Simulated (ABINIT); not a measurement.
Here is an ABINIT 10.8.3 (patched build) calculation.

The input run.abi:

```
# Datasets: ground state, then fixed potential
ndtset 2

# Pseudopotentials
pp_dirpath "./"
pseudos "Pb.LDA_PW-JTH.xml, Te.LDA_PW-JTH.xml"

# Structure
acell 8.6347709725 8.6347709725 8.6347709725
rprim
     0.0000000000     0.7071067812     0.7071067812
     0.7071067812     0.0000000000     0.7071067812
     0.7071067812     0.7071067812     0.0000000000
ntypat 2
znucl 82 52
natom 2
typat 1 2
xred
     0.0000000000     0.0000000000     0.0000000000
     0.5000000000     0.5000000000     0.5000000000

# Plane-wave basis
ecut 26.0
pawecutdg 48.0

# Exchange and correlation
ixc -208012
usekden 1
pawxcdev 0

# Bands and occupations
occopt 3
tsmear 0.05 eV

# SCF cycle
nstep 100
diemix 0.3
optforces 0
optstress 0

# Output
iomode 3
prtwf 0
prteig 0
prtebands 0
enunit 1
prtden1 1
prtkden1 1

# Dataset 1
kptopt1 1
ngkpt1 7 7 7
nshiftk1 1
shiftk1 0.0 0.0 0.0
nband1 14
tolvrs1 1.0e-7

# Dataset 2: bands along G-X-W-K-G-L-U-W-L-K
iscf2 -2
getden2 1
getkden2 1
nband2 20
nbdbuf2 4
tolwfr2 1.0e-11
kptopt2 -9
ndivsm2 5
prteig2 1
kptbounds2
     0.0000000000     0.0000000000     0.0000000000
     0.5000000000     0.0000000000     0.5000000000
     0.5000000000     0.2500000000     0.7500000000
     0.3750000000     0.3750000000     0.7500000000
     0.0000000000     0.0000000000     0.0000000000
     0.5000000000     0.5000000000     0.5000000000
     0.6250000000     0.2500000000     0.6250000000
     0.5000000000     0.2500000000     0.7500000000
     0.5000000000     0.5000000000     0.5000000000
     0.3750000000     0.3750000000     0.7500000000
```

Potentials or basis: JTH PAW LDA v2.0.

Run with:

```console
$ abinit run.abi > log 2>&1
```

(1) Estimate the band gap along the path.

## Answers

(1) 1.09 eV, direct.

Caveat: this odd mesh misses L, where the gap lies, so gap, dielectric constants and Born charges aren't listed; the constant c of TB-mBJ comes from the pseudo density here, which moves gaps by up to 0.3 eV between sets of potentials; spin-orbit coupling is left out, which moves the levels of the heavy elements.

**Measured values to compare with.**

From a printed reference work, monograph, for a bulk crystal of TePb at 4.2 K: band gap 0.19 eV (direct).

A measured gap of TePb is 0.19 eV (direct; 4.2 K; a printed reference work, monograph); the calculated 1.09 eV misses it by +0.90 eV. Spin-orbit coupling on Pb, Te is left out. The value is that of TB-mBJ, without temperature or zero-point motion.
